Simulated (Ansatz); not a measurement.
# ZnSe (Stilleite) (F-43m) in Ansatz: further runs

The runs below take ZnSe (Stilleite) through band structure, Born charges and dielectric tensor, elastic constants, with PBEsol+D3(BJ), BLYP+D4, PBE, LDA.

Program: Ansatz 0.2.0. These are calculated values, not measurements. Logs are shortened: lines on timing, memory, paths and dates and some standing lists are left out, and cuts for length are marked.

**Measured values to compare with.**

From “Alloy Disordering Effects on the Thermal Conductivity and Energy Gap Temperature Dependence of Cd1−xZnxSe Ternary Crystals Grown by the Bridgman Method”, 2023, pmc:10253836, for a bulk crystal of ZnSe at 300 K: band gap 2.695 ± 0.003 eV (an exciton energy, a little under the gap).

From a printed reference work, textbook, for a bulk crystal of ZnSe: high-frequency dielectric constant 5.9.

The results are compared with them further down.

### Step 1. Starting point

The structure is cubic, space group F-43m (No. 216). The conventional cell has a = 5.668 Å, b = 5.668 Å, c = 5.668 Å, α = 90.00°, β = 90.00°, γ = 90.00°. Se (site symmetry -43m) is surrounded by 4 Zn at 2.45 Å. Around Zn (site symmetry -43m) lie 4 Se at 2.45 Å.

### Step 2. Band structure, PBEsol+D3(BJ), spin-orbit coupling, no magnetisation (volume scaled by 0.8)

Input file input.yaml:

```yaml
crystal:
  lattice:
    - [0.0, 2.6306668873, 2.6306668873]
    - [2.6306668873, 0.0, 2.6306668873]
    - [2.6306668873, 2.6306668873, 0.0]
  atoms:
    - { symbol: Se, position: [0.75, 0.75, 0.75] }
    - { symbol: Zn, position: [0.0, 0.0, 0.0] }
kpoints:
  mp_grid: { grid: [6, 6, 6] }
  band_path:
    path:
      - [0.0, 0.0, 0.0]
      - [0.5, 0.0, 0.5]
      - [0.5, 0.25, 0.75]
      - [0.375, 0.375, 0.75]
      - [0.0, 0.0, 0.0]
      - [0.5, 0.5, 0.5]
      - [0.625, 0.25, 0.625]
      - [0.5, 0.25, 0.75]
    npoints: 10
scf:
  occupations: { method: gaussian, width: 0.05 }
hamiltonian:
  xc: pbesol
  dispersion: d3bj
  pseudopotentials: { kind: all_electron, lapw: { basis_error: 0.001 } }
magnetization:
  noncollinear: true
  spin_orbit: true
output:
  forces: true
  stress: true
  eigenvalues: true
```

Potentials or basis: all-electron LAPW, relativistic spinors.

The run is started by

```
$ ansatz run input.yaml --threads 1 --pin off --max-ram 3072MiB --backend cpu --events-out ev --progress --plain --runs-dir out
```

Standard output:

```text
Warning: RAYON_NUM_THREADS=1 ignored (pool sized by the plan → 1); use --threads N
LAPW: plane waves up to 9.919 Å⁻¹, error target 1.0e-3 eV per atom; Dirac's equation on spinors; Zn in spheres of 1.152 Å, 20 of its electrons in bands; Se in spheres of 1.126 Å, 24 of its electrons in bands (how accurate: hamiltonian.pseudopotentials.lapw.basis_error, Limitations)
Engine: ansatz 0.2.0, x86_64-unknown-linux-gnu
Pseudopotentials: kind: all_electron
Pseudopotential: Se, LAPW, valence charge 24, lapw/all_electron/dirac/gaussian/Se, Dirac's equation, gaussian nucleus
Pseudopotential: Zn, LAPW, valence charge 20, lapw/all_electron/dirac/gaussian/Zn, Dirac's equation, gaussian nucleus
Functional definition: PBEsol
  exchange = pbesol_x
  correlation = pbesol_c
non-collinear run that drives no moment, with spin-orbit: no starting moment large enough to seed its density (crystal.atoms[].spin), no starting occupations that ask for one, no magnetisation constraint and no magnetic field, so the semilocal B_xc is pinned to zero
Crystal: 2 atoms, lattice volume = 36.411 Å³
Basis set: ecut = 374.8764594610572 eV, 609 PW (Γ), exchange–correlation at level 2
Bands: 54, of which v1, the nominal top of the filled ones, is band 44 counted from 1 (43 counted from 0)
Symmetry: 24 space group operations + 24 with time reversal
Magnetic group: BNS 216.75 (UNI 1577), of the structure as read, at distance tolerance 3.3e-5 Å
k-points: 16 of 216 (time reversal used)
Non-local potential: Se, projectors of the file, none
Non-local potential: Zn, projectors of the file, none
Initial density: superposition of atomic densities (chi_scale 0.1, normalization cell, long waves kept (reshape's long-wave potential 0.00 eV rms))
Initial wavefunctions: plane waves of lowest kinetic energy (no species holds an atomic orbital)
Functional: x = pbesol(κ = 0.804, μ = 0.12345679012345678), c = pbesol(β = 0.046)
iter 1 solved again at ethr=1.42e-3 eV; its pass at ethr=1.00e-1 eV (dr2=6.26e-1 eV) is discarded
SCF iter   1: F=—  HF=-114923.461760 eV  |F-HF|=—  |Δ(HF+E_count)|=         —  Δρ=3.59e-2  dr2=6.28e-1  dr2_m=0.00e0 (ungated)  ethr=1.42e-3  |M|=0.00e0 ∫|m|=0.00e0 μB  β_m=0.30  ⟨swp⟩=2.0  Hψ=5377  notcnv=0
preconditioner: auto → none  [insulator: Δε(μ)=2.065 eV  Ē_g=13.436 eV  σ=0.050 eV  W_gap=1.00  n_scr=14 (ndim 8)  ℏωp=26.1 eV  f_vac=0.109  D(μ)=0.00/eV (n_scr^D=0)  ε∞_Penn≈4.8]
SCF iter   2: F=—  HF=-114923.179527 eV  |F-HF|=—  |Δ(HF+E_count)|=   2.82e-1  Δρ=1.79e-2  dr2=1.26e-1  dr2_m=0.00e0 (ungated)  ethr=1.42e-3  |M|=0.00e0 ∫|m|=0.00e0 μB  β_m=0.34  ⟨swp⟩=2.3  Hψ=2525  notcnv=0
SCF iter   3: F=—  HF=-114923.139067 eV  |F-HF|=—  |Δ(HF+E_count)|=   4.05e-2  Δρ=1.03e-2  dr2=3.33e-2  dr2_m=0.00e0 (ungated)  ethr=2.86e-4  |M|=0.00e0 ∫|m|=0.00e0 μB  β_m=0.43  ⟨swp⟩=2.0  Hψ=2500  notcnv=0
iter 4 solved again at ethr=3.46e-6 eV; its pass at ethr=7.56e-5 eV (dr2=1.52e-3 eV) is discarded
SCF iter   4: F=—  HF=-114923.129215 eV  |F-HF|=—  |Δ(HF+E_count)|=         —  Δρ=2.71e-3  dr2=1.52e-3  dr2_m=0.00e0 (ungated)  ethr=3.46e-6  |M|=0.00e0 ∫|m|=0.00e0 μB  β_m=0.55  ⟨swp⟩=2.0  Hψ=4212  notcnv=0
the basis was enlarged: its passes take 368.6 KiB over the memory plan, 1 of 1 planned eigensolver slots
SCF iter   5: F=—  HF=-114923.129007 eV  |F-HF|=—  |Δ(HF+E_count)|=   2.08e-4  Δρ=2.99e-4  dr2=1.84e-5  dr2_m=0.00e0 (ungated)  ethr=3.45e-6  |M|=0.00e0 ∫|m|=0.00e0 μB  β_m=0.53  ⟨swp⟩=2.0  Hψ=2353  notcnv=0
SCF iter   6: F=—  HF=-114923.129001 eV  |F-HF|=—  |Δ(HF+E_count)|=   6.63e-6  Δρ=6.82e-5  dr2=9.81e-7  dr2_m=0.00e0 (ungated)  ethr=4.17e-8  |M|=0.00e0 ∫|m|=0.00e0 μB  β_m=0.74  ⟨swp⟩=3.0  Hψ=2421  notcnv=0
SCF iter   7: F=—  HF=-114923.129002 eV  |F-HF|=—  |Δ(HF+E_count)|=   1.10e-6  Δρ=6.75e-6  dr2=1.23e-8  dr2_m=0.00e0 (ungated)  ethr=2.23e-9  |M|=0.00e0 ∫|m|=0.00e0 μB  β_m=0.74  ⟨swp⟩=3.0  Hψ=2500  notcnv=0
SCF iter   8: F=-114923.129002 eV  HF=-114923.129002 eV  |F-HF|=7.28e-11  |Δ(HF+E_count)|=   3.68e-8  Δρ=1.21e-6  dr2=4.06e-10  dr2_m=0.00e0 (ungated)  ethr=2.79e-11  |M|=0.00e0 ∫|m|=0.00e0 μB  ⟨swp⟩=3.0  Hψ=2596  notcnv=0
SCF 1 converged in 8 iterations: F = -114923.129002 eV  dr2 = 4.06e-10
NSCF: frozen V_eff on 71 k-points
SCF converged after 8 iterations
Magnetization: |M| = 0.0000 μB,  M = (+0.0000, +0.0000, +0.0000) μB
Absolute magnetization: 0.0000 μB (∫|m|)
  site 0: m = (+0.0000, +0.0000, +0.0000) μB, |m| = 0.0000 μB  (R = 1.13 Å)
  site 1: m = (+0.0000, +0.0000, +0.0000) μB, |m| = 0.0000 μB  (R = 1.15 Å)
Free energy (F): -114923.129002 eV
Harris-Foulkes:  -114923.129002 eV  (|F-HF|=7.28e-11)
Internal energy: -114923.129002 eV  (E = F + TS)
E sigma→0 (E₀):  -114923.129002 eV
Fermi energy:    12.831530 eV
--- Per-component energies (eV) ---
  E_band       = -2108.431929
  E_kinetic    = 117412.953560
  E_xc         = -4265.481172
  E_electrostatic = -228069.892516  (all electrons and nuclei)
  E_disp       = -0.708874  (pairwise vdW)
  E_smearing   = -0.000000  (= −TS)
  E_closure    = 0.000000  (closes the sum)
  E_atoms      = -114916.108908  (free atoms, spherical and without spin; not in F)
  Σ components = -114923.129002   (vs F -114923.129002, Δ=0.00e0)
  Basis errors (estimates in eV, not in F): energy 4.4e-4 per atom: plane waves 4.0e-4 (2.3e-4 summed), levels above the bands 0.0e0, relativity 1.2e-8, radial functions 3.8e-5, core shells 4.0e-10; eigenvalues (radial functions only) 1.4e-6; not estimated: angular momenta, meshes, grids; target (lapw.basis_error) 1.0e-3; muffin-tin radii Zn 1.152 Å, Se 1.126 Å
--- Forces (eV/Å), atoms counted from 1 ---
  atom   1  Se    -0.00000000     0.00000000    -0.00000000
  atom   2  Zn     0.00000000    -0.00000000    -0.00000000
  max |Σ_I F_I| component: 6.94e-18 eV/Å
--- Stress (GPa, compression-positive) ---
       18.255715       0.000000      -0.000000
        0.000000      18.255715       0.000000
       -0.000000       0.000000      18.255715
  P = ⅓ Tr σ = 18.2557 GPa (182.557 kbar)
--- Band table (eV; the first three rows and the last of 16) ---
  k-point 0: bands = ["-195.6342", "-195.6342", "-139.3013", "-139.3013", "-133.4303", "-133.4303", "-133.4303", "-133.4303", "-113.9635", "-113.9635", "-70.3732", "-70.3732", "-67.3057", "-67.3057", "-67.3057", "-67.3057", "-36.2983", "-36.2983", "-36.2983", "-36.2983", "-35.4096", "-35.4096", "-35.4034", "-35.4034", "-35.4034", "-35.4034", "-3.2979", "-3.2979", "3.9744", "3.9744", "3.9744", "3.9744", "4.1497", "4.1497", "4.7030", "4.7030", "4.7030", "4.7030", "11.4405", "11.4405", "11.8388", "11.8388", "11.8388", "11.8388", "13.8234", "13.8234", "17.1770", "17.1770", "17.3403", "17.3403", "17.3403", "17.3403", "22.3046", "22.3046"]
  k-point 1: bands = ["-195.6342", "-195.6342", "-139.3013", "-139.3013", "-133.4303", "-133.4303", "-133.4303", "-133.4303", "-113.9634", "-113.9634", "-70.3732", "-70.3732", "-67.3057", "-67.3057", "-67.3057", "-67.3057", "-36.2983", "-36.2983", "-36.2982", "-36.2982", "-35.4095", "-35.4095", "-35.4034", "-35.4034", "-35.4033", "-35.4032", "-3.0368", "-3.0368", "3.9823", "3.9823", "3.9843", "4.0228", "4.1789", "4.1789", "4.6844", "4.6844", "4.6891", "4.7370", "9.4336", "9.4336", "11.2035", "11.2035", "11.4421", "11.4597", "14.9039", "14.9039", "17.7589", "17.7589", "17.7879", "17.7879", "17.8798", "17.8824", "22.2875", "22.2897"]
  k-point 2: bands = ["-195.6342", "-195.6342", "-139.3013", "-139.3013", "-133.4303", "-133.4303", "-133.4303", "-133.4303", "-113.9634", "-113.9634", "-70.3732", "-70.3732", "-67.3058", "-67.3058", "-67.3057", "-67.3057", "-36.2983", "-36.2982", "-36.2981", "-36.2981", "-35.4093", "-35.4093", "-35.4035", "-35.4035", "-35.4030", "-35.4030", "-2.4250", "-2.4250", "4.0264", "4.0671", "4.0970", "4.0970", "4.2633", "4.2633", "4.6639", "4.6639", "4.7305", "4.7815", "6.6816", "6.6816", "10.5910", "10.5910", "10.8219", "10.8390", "14.7018", "14.7018", "18.0253", "18.0253", "18.1002", "18.1023", "19.9427", "19.9427", "22.4517", "22.4517"]
  k-point 15: bands = ["-195.6342", "-195.6342", "-139.3013", "-139.3013", "-133.4303", "-133.4303", "-133.4303", "-133.4303", "-113.9634", "-113.9634", "-70.3733", "-70.3733", "-67.3059", "-67.3059", "-67.3058", "-67.3058", "-36.2982", "-36.2981", "-36.2980", "-36.2979", "-35.4091", "-35.4090", "-35.4032", "-35.4031", "-35.4030", "-35.4030", "-1.6169", "-1.6124", "3.9844", "4.1033", "4.2923", "4.3603", "4.5418", "4.5796", "4.6101", "4.7887", "5.1099", "5.2043", "5.7751", "5.8638", "7.8758", "7.9588", "8.0541", "8.0883", "15.8049", "15.8310", "16.7360", "16.8022", "20.5188", "20.5681", "20.8586", "20.9230", "24.9156", "25.1234"]
```

Wall time 90 s (1 thread of Intel Xeon at 2.70GHz, shared host); peak memory 0.49 GiB.

Results:

| Item | Value |
| --- | --- |
| Free energy | -114923.1290 eV |
| Pressure | 18.3 GPa |
| Band gap on the k mesh | 1.98 eV, direct |
| Band gap along the path | 1.98 eV, direct |

Levels at the corners of the path, in eV from the valence-band top:
| point | band 40 | band 41 | band 42 | band 43 | band 44 | band 45 | band 46 | band 47 | band 48 | band 49 |
| --- | --- | --- | --- | --- | --- | --- | --- | --- | --- | --- |
| Γ | -0.40 | 0.00 | 0.00 | 0.00 | 0.00 | 1.98 | 1.98 | 5.34 | 5.34 | 5.50 |
| X | -5.95 | -3.36 | -3.36 | -3.19 | -3.19 | 2.11 | 2.11 | 3.05 | 3.05 | 12.23 |
| W | -6.00 | -4.14 | -4.05 | -3.95 | -3.91 | 5.16 | 5.18 | 6.31 | 6.46 | 7.14 |
| K | -6.03 | -4.54 | -4.46 | -2.72 | -2.71 | 3.00 | 3.01 | 5.77 | 5.84 | 9.60 |
| Γ | -0.40 | 0.00 | 0.00 | 0.00 | 0.00 | 1.98 | 1.98 | 5.34 | 5.34 | 5.50 |
| L | -6.81 | -1.51 | -1.51 | -1.27 | -1.27 | 2.68 | 2.68 | 6.02 | 6.02 | 6.07 |
| U | -6.03 | -4.54 | -4.46 | -2.72 | -2.71 | 3.00 | 3.01 | 5.77 | 5.84 | 9.60 |
| W | -6.00 | -4.14 | -4.05 | -3.95 | -3.91 | 5.16 | 5.18 | 6.31 | 6.46 | 7.14 |

Caveat: so large a pressure means that the cell lies far from this level's equilibrium, or that cutoff or potentials fall short.

(Part 1 of 2 ends here.)
